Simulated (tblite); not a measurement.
Compound: pyrazole, C₃H₄N₂.
SMILES with atom numbers: `[cH:1]1[cH:2][n:3][nH:4][cH:5]1` (hydrogens: H6 on C1; H7 on C2; H8 on N4; H9 on C5)

Level: GFN2-xTB in tblite, geometry and Hessian alike; calculated harmonic values, unscaled, isolated species. This tight-binding method is rough: wavenumbers can miss measured ones by several per cent, in bad cases by 10 to 20.

Harmonic wavenumbers (cm⁻¹): 557.3, 610.8, 661.3, 788.9, 823.5, 858.3, 872.2, 888.4, 1043.8, 1059.3, 1119.4, 1179.6, 1207.7, 1363.1, 1390.4, 1421.1, 1530.5, 3169.2, 3175.9, 3189.9, 3459.1.

A = 9729, B = 9652, C = 4845 MHz; mass 68.037 u (most abundant isotopes); point group Cs, symmetry number 1.

Question: Zero-point energy?

Answer: Half the sum of the wavenumbers: 15185 cm⁻¹ = 181.65 kJ/mol.

Question: What is S at 350 K and 1 bar for an ideal gas of classical rigid rotors and harmonic oscillators?

Answer: Translation 164.82, rotation 102.72, vibration 16.75: S = 284.3 J/(mol K).

Question: And Cp and H(350 K) − H(0)?

Answer: Cp = 77.32 J/(mol K), of which vibrations give 44.06 (their classical limit is 21 R = 174.6); H(350 K) − H(0) = 16.10 kJ/mol without the zero-point energy, 4.46 from vibrations.

Question: How do the functions run with temperature in this model?

Answer: 
```csv
T (K),S (J/(mol K)),Cp (J/(mol K)),H − H(0) (kJ/mol),G − H(0) (kJ/mol),ln q(vib)
100,225.9,33.6,3.33,-19.26,0.00
200,251.5,44.0,7.08,-43.22,0.05
300,273.3,65.7,12.52,-69.46,0.29
500,317.1,107.1,30.05,-128.52,1.31
800,376.3,143.3,68.21,-232.79,3.51
1000,409.9,157.7,98.38,-311.48,5.09
```

q(vib) and H(0) count from the zero-point level.

Question: Which modes carry the vibrational entropy at 350 K?

Answer: 557.3 cm⁻¹: 3.03; 610.8 cm⁻¹: 2.55; 661.3 cm⁻¹: 2.16; 788.9 cm⁻¹: 1.43; 823.5 cm⁻¹: 1.27; 858.3 cm⁻¹: 1.13 J/(mol K); the other 15 give 5.17 together.

Question: What must be added to the electronic energy to get the Gibbs energy at 350 K and 1 bar?

Answer: ZPE + [H(350 K) − H(0)] − T·S = 181.65 + 16.10 − 99.50 = 98.25 kJ/mol.
